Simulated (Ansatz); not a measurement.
This ZnS structure is the end of a relaxation. It was relaxed at this level from a cell as deposited in COD.

The calculation used DFT PBE, scalar-relativistic, plane waves, PAW (Ansatz 0.2.0). Cutoff 420 eV, Γ-centred mesh, Gaussian smearing, no spin polarisation.

```xyz
4
Lattice="3.8457 0.0000 0.0000 -1.9229 3.3305 0.0000 0.0000 0.0000 6.3042" Properties=species:S:1:pos:R:3 pbc="T T T"
Zn    0.0000    2.2203    0.0328
Zn    1.9229    1.1102    3.1849
S     0.0000    2.2203    2.3943
S     1.9229    1.1102    5.5465
```

The zero of energy is the elements' standard structures at the same level; no fitted shifts are applied.

(1) What space group does it have?

(2) What is its formation energy per atom?

(3) Is it a metal?

Answers

(1) P6_3mc (No. 186), the wurtzite type. Conventional cell: a = 3.846 Å, c = 6.304 Å. Around Zn lie 4 S at 2.36 Å; S is surrounded by 4 Zn at 2.36 Å.

(2) −0.819 eV/atom. Whether it is stable depends on the other phases of the system, which aren't compared here.

(3) No, the gap on the 12×12×6 mesh is 2.08 eV.

The last run used a 12×12×6 mesh (in the run's order of axes) for its 4-atom cell and Gaussian smearing of 0.02 eV. Kohn–Sham gaps at this level usually fall short of measured ones. The reference form of S is held partly by dispersion forces, which this level lacks. A later test with randomly moved atoms came back to the same energy, though modes that don't fit the test's cell weren't probed.
